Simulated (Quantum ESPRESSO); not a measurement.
Set up this calculation in Quantum ESPRESSO 7.5, as the native input.

| Item | Value |
| --- | --- |
| Task | single point |
| Functional | PBE |
| Potentials or basis | SSSP 1.3 efficiency PBE |
| Cutoff | 748 eV |
| Density cutoff | 5987 eV |
| k mesh | 11 × 11 × 11 |
| Occupations | fermi-dirac, width 0.05 eV |
| Spin | collinear spin, ferromagnetic start |
| Starting moments | [2.0, 0.0] μB |
| Mixing beta | 0.3 |
| Most SCF iterations | 120 |
| SCF threshold | 4e-10 Ry |

The system is CoO.

```
Co O
1.0
     1.50547    0.86918    2.43993
    -1.50547    0.86918    2.43993
     0.00000   -1.73837    2.43993
Co O
1 1
Direct
  0.99683 0.00019 0.00637
  0.47022 0.51568 0.50987
```

The cell is a database's computed one.

The cell isn't the ideal one: atoms moved at random, drawn with an rms of 0.05 Å.

These files were run (other wordings do the same):

pw.in

```
&CONTROL
  calculation = 'scf'
  prefix = 'pwscf'
  outdir = './tmp'
  pseudo_dir = './pseudo'
  tprnfor = .true.
  tstress = .true.
  disk_io = 'nowf'
/
&SYSTEM
  ibrav = 0
  nat = 2
  ntyp = 2
  ecutwfc = 55
  ecutrho = 440
  nbnd = 21
  occupations = 'smearing'
  smearing = 'fd'
  degauss = 0.00367493
  nspin = 2
  starting_magnetization(1) = 0.1176
  starting_magnetization(2) = 0
/
&ELECTRONS
  conv_thr = 4d-10
  electron_maxstep = 120
  mixing_beta = 0.3
/
ATOMIC_SPECIES
Co    58.9332 Co_pbe_v1.2.uspp.F.UPF
O     15.9990 O.pbe-n-kjpaw_psl.0.1.UPF
CELL_PARAMETERS angstrom
   1.5054695445    0.8691832468    2.4399269062
  -1.5054695445    0.8691832468    2.4399269062
   0.0000000000   -1.7383664936    2.4399269062
ATOMIC_POSITIONS crystal
Co    -0.0031710000    0.0001870000    0.0063720000
O      0.4702160000    0.5156830000    0.5098730000
K_POINTS automatic
11 11 11 0 0 0
```

Potentials or basis: SSSP 1.3 efficiency PBE.

The run is started by

```bash
$ OMP_NUM_THREADS=1 mpirun -n 2 pw.x -nk 2 -in pw.in > pw.out
```

Results of the run:

```json
{"Pressure": "0.5 GPa", "Largest force": "0.049 eV/Å", "Band gap on the k mesh": "none (metal or under the smearing width)", "Net moment": "2.98 μB per cell", "Absolute moment": "3.01 μB per cell", "Site moments": "Co +2.52; O +0.34 μB", "Valence electrons inside the program's atomic spheres": "Co 14.50; O 5.65"}
```

Caveat: a cell with one magnetic atom can't hold antiferromagnetic order, which such compounds often take; semilocal functionals often make such compounds metallic where correlation or magnetic order opens a gap, which also shifts bond lengths.

Run time: 4.7 min on 2 MPI ranks on Intel(R) Xeon(R) Platinum 8375C CPU @ 2.90GHz (Ice Lake), with other jobs on the host, peak memory 0.56 GiB a rank.
